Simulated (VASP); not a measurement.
# 2H-WSe2 monolayer and its bilayer, part 2 of 2

Aim: relax 2H-WSe2 monolayer, place its levels against the vacuum, then find how two sheets stack and bind.

VASP 6.6.1, plane waves and PAW; the level of theory is named at each step.

So far. Step 11 (A rigid stacking): Energy at zero smearing: -45.65201 eV. Step 12 (Relaxing the bilayer): The run ended after 13 ionic steps, 0.001 eV below its first step, once the forces on the free atoms met EDIFFG = -0.015.

## Step 13: Levels and bands of the bilayer

The same static run as for one sheet shows what the neighbour does to the levels.

The input, INCAR:

```
SYSTEM = WSe2
PREC = Normal
ENCUT = 350
EDIFF = 1E-06
NELM = 120
ISMEAR = 0
SIGMA = 0.03
LREAL = .FALSE.
ALGO = Fast
GGA = PE
IVDW = 12
NBANDS = 24
LASPH = .TRUE.
LORBIT = 11
LWAVE = .FALSE.
LCHARG = .FALSE.
KPAR = 4
IDIPOL = 3
LDIPOL = .TRUE.
DIPOL = 0.5 0.5 0.5
LVHAR = .TRUE.
LVACPOTAV = .TRUE.
NEDOS = 1500
```

The input, POSCAR:

```
WSe2
1.0
    3.2786754056      0.0000000000      0.0000000000
   -1.6393377028      2.8394161920      0.0000000000
    0.0000000000      0.0000000000     26.8410222000
W Se
2 4
Direct
    0.3333333300      0.6666666700      0.3806356959
    0.6666666700      0.3333333300      0.6193643041
    0.6666666700      0.3333333300      0.3178975834
    0.6666666700      0.3333333300      0.4433629276
    0.3333333300      0.6666666700      0.5566370724
    0.3333333300      0.6666666700      0.6821024166
```

The input, KPOINTS:

```
Automatic mesh
0
Gamma
12 12 1
0 0 0
```

The input, KPOINTS_OPT:

```
Line mode
14
Line-mode
Reciprocal
  0.00000000   0.00000000   0.00000000 GAMMA
  0.50000000   0.00000000   0.00000000 M

  0.50000000   0.00000000   0.00000000 M
  0.33333333   0.33333333   0.00000000 K

  0.33333333   0.33333333   0.00000000 K
  0.00000000   0.00000000   0.00000000 GAMMA
```

PAW data sets: W and Se (PBE family, release 64).

Run with:

```bash
$ mpirun -np 4 vasp_std
```

Elapsed: 17 s, on 4 MPI ranks of Intel Xeon 6975P-C (Granite Rapids), shared host; peak memory 0.98 GiB; 64 s of CPU time.

This step gave:

* electronic cycles: 24
* Fermi energy: 0.0969 eV
* least gap on mesh and path: 1.274 eV
* least direct gap on mesh and path: 1.621 eV
* vacuum levels: 4.903, 4.903 eV
* ionisation potentials of the upper and lower face: 4.939, 4.939 eV
* electron affinities of the upper and lower face: 3.666, 3.666 eV

The electronic bands at the labelled points (eV, zero at the valence-band top; v1 is the highest filled band, c1 the lowest empty one):

| point | v4 | v3 | v2 | v1 | c1 | c2 | c3 | c4 |
| --- | --- | --- | --- | --- | --- | --- | --- | --- |
| Γ | -1.28 | -1.28 | -0.74 | 0.00 | 2.84 | 2.85 | 2.89 | 2.95 |
| 0.46 of the way | -1.72 | -1.53 | -1.05 | -0.97 | 1.63 | 2.05 | 2.27 | 2.42 |
| M | -1.21 | -1.13 | -1.06 | -0.91 | 2.32 | 2.35 | 2.56 | 2.77 |
| 0.46 of the way | -2.46 | -2.21 | -0.62 | -0.46 | 2.11 | 2.18 | 2.77 | 2.92 |
| K | -2.49 | -2.49 | -0.22 | -0.07 | 1.55 | 1.55 | 2.27 | 2.93 |
| 0.46 of the way | -1.55 | -1.52 | -0.92 | -0.89 | 1.27 | 1.77 | 2.33 | 2.41 |
| Γ | -1.28 | -1.28 | -0.74 | 0.00 | 2.84 | 2.84 | 2.89 | 2.90 |

Of the projections kept (W, Se), the largest for each band there; the rest of the weight can lie on other orbitals:

| point | v4 | v3 | v2 | v1 | c1 | c2 | c3 | c4 |
| --- | --- | --- | --- | --- | --- | --- | --- | --- |
| Γ | W 0.64 | W 0.64 | W 0.82 | W 0.70 | Se 0.56 | Se 0.56 | Se 0.57 | Se 0.60 |
| M | W 0.71 | W 0.75 | Se 0.82 | Se 0.81 | W 0.97 | W 0.97 | W 0.89 | W 0.91 |
| K | Se 0.60 | Se 0.60 | W 0.84 | W 0.82 | W 0.95 | W 0.95 | W 0.74 | W 0.71 |
| Γ | W 0.64 | W 0.64 | W 0.82 | W 0.70 | Se 0.56 | Se 0.56 | Se 0.57 | Se 0.57 |

Zero at the Fermi level. Table of planar average of the electrostatic potential by height:

| height (Å) | planar average of the electrostatic potential (eV) |
| --- | --- |
| 0.0 | 4.81 |
| 0.5 | 4.81 |
| 1.0 | 4.81 |
| 1.5 | 4.81 |
| 2.0 | 4.81 |
| 2.5 | 4.81 |
| 3.0 | 4.81 |
| 3.5 | 4.81 |
| 4.0 | 4.81 |
| 4.5 | 4.81 |
| 5.0 | 4.80 |
| 5.5 | 4.80 |
| 6.0 | 4.78 |
| 6.5 | 4.68 |
| 7.0 | 4.25 |
| 7.5 | 2.36 |
| 8.0 | -6.03 |
| 8.5 | -10.5 |
| 9.0 | -9.13 |
| 9.5 | -5.40 |
| 10.0 | -8.59 |
| 10.5 | -8.26 |
| 11.0 | -5.29 |
| 11.5 | -9.81 |
| 12.0 | -10.4 |
| 12.5 | -4.65 |
| 13.0 | 2.63 |
| 13.5 | 3.64 |
| 14.0 | 1.50 |
| 14.5 | -7.70 |
| 15.0 | -10.6 |
| 15.5 | -8.10 |
| 16.0 | -5.97 |
| 16.5 | -8.92 |
| 17.0 | -7.69 |
| 17.5 | -5.50 |
| 18.0 | -10.4 |
| 18.5 | -10.0 |
| 19.0 | -2.59 |
| 19.5 | 3.25 |
| 20.0 | 4.46 |
| 20.5 | 4.73 |
| 21.0 | 4.79 |
| 21.5 | 4.80 |
| 22.0 | 4.81 |
| 22.5 | 4.81 |
| 23.0 | 4.81 |
| 23.5 | 4.81 |
| 24.0 | 4.81 |
| 24.5 | 4.81 |
| 25.0 | 4.81 |
| 25.5 | 4.81 |
| 26.0 | 4.81 |
| 26.5 | 4.81 |

Density of states in the PAW spheres, an atom over height of the layer and energy from the Fermi level.

Ten even steps from '_' (0.00 states/eV) to '@' (1.24 states/eV), each cell a mean:
```
____________
____________
__--____--__
..@@....@@..
--@@::::@@--
--++----++--
++%%++++%%++
++%%++++%%++
--**----**--
--**----**--
==##====##==
::==::::==::
==##====##==
==**----**==
..::::::::..
--++----++--
::++----++::
..--....--..
__........__
____________
____________
____________
```
Columns: height of the layer (Å) from 8.5 to 18.3 (not evenly spaced); rows upwards: energy from the Fermi level (eV) from -7.9 to 0.5.

The map of layer states is cut here 0.5 eV above the Fermi level, so it leaves out the states above that.

The vacuum level lies 4.94 eV above the highest filled level at the upper face; both faces agree, as the slab has next to no dipole.

The program found no field-free point at its default tolerance, but its printed level agrees with the flat part of the planar average.

## Step 14: Derived quantities

This step: monolayer and bilayer, PBE + D3(BJ); plane waves and PAW (VASP 6.6.1).

No new run; the numbers come from the runs before.

This step gave:

```
polarisability per area of the slab or monolayer : 0.4454 Å
gap with spin orbit                              : 1.283 eV
binding energy                                   : -35.56 meV/Å²
interlayer gap                                   : 3.040 Å
bilayer gap                                      : 1.274 eV
bilayer level below vacuum                       : 4.939 eV
lattice a                                        : 3.279 Å
lattice b                                        : 3.279 Å
thickness                                        : 3.371 Å
monolayer gap                                    : 1.640 eV
ionisation potential at the upper face           : 5.060 eV
```

VASP counts both for electrons: a positive EFIELD is a field along -c, and a positive dipole, in electrons times A, points along -c. Field, by row:

| EFIELD (eV/Å) | dipole along z of the monolayer (e Å) | energy change of the monolayer (eV) |
| --- | --- | --- |
| -0.1 | -0.0288 | -0.001441 |
| 0 | 0 | 0 |
| 0.1 | 0.0288 | -0.001441 |

Rigid sheets, 3.1 Å apart. Stackings, by row:

| stacking | energy above the lowest (meV/Å²) |
| --- | --- |
| turned by 180 degrees, shift 0.00 0.00 | 0 |
| same orientation, shift 0.33 0.67 | 0.6987 |
| turned by 180 degrees, shift 0.67 0.33 | 3.535 |
| turned by 180 degrees, shift 0.33 0.67 | 23.45 |
| same orientation, shift 0.00 0.00 | 26.02 |

The polarisability is the slope of the dipole against the field, as a volume for each unit of area.

## Step 15: Outcome

```
lattice a                                        : 3.28 Å
monolayer gap                                    : 1.64 eV
gap with spin orbit                              : 1.28 eV
binding energy                                   : -35.6 meV/Å²
interlayer gap                                   : 3.04 Å
bilayer gap                                      : 1.27 eV
polarisability per area of the slab or monolayer : 0.445 Å
```

What this shows: The monolayer relaxes to a = 3.279 Å and has a gap of 1.64 eV (1.28 eV with spin-orbit coupling). The ionisation potential is 5.06 eV at both faces. Of 5 rigid stackings the lowest has the upper sheet turned by 180 degrees and shifted by (0.00, 0.00) in cell vectors, and the highest lies 26.0 meV/Å² above it. Relaxed, the sheets lie 3.04 Å apart and bind by 35.6 meV/Å². The second sheet narrows the gap, to 1.27 eV. All runs are without spin polarisation. The bilayer keeps the monolayer's lattice, and only high-symmetry stackings were tried. Semilocal gaps are too small. Levels against the vacuum, binding and the bilayer's gap are without spin-orbit coupling.

[Lines on the potential files, build, host, timing and source positions are cut from VASP's logs without a mark.]

[Logs are printed without paths, hosts, clocks, repeated set-up lines and the standing remarks that a program may print on its own settings, such as how far it seeks lower states.]

[Hosts, paths, dates, database ids (printed as entryN), source tags and the programs' standing remarks are cut or masked in the printed files.]

[Runs that stopped without an error message from VASP are left out.]
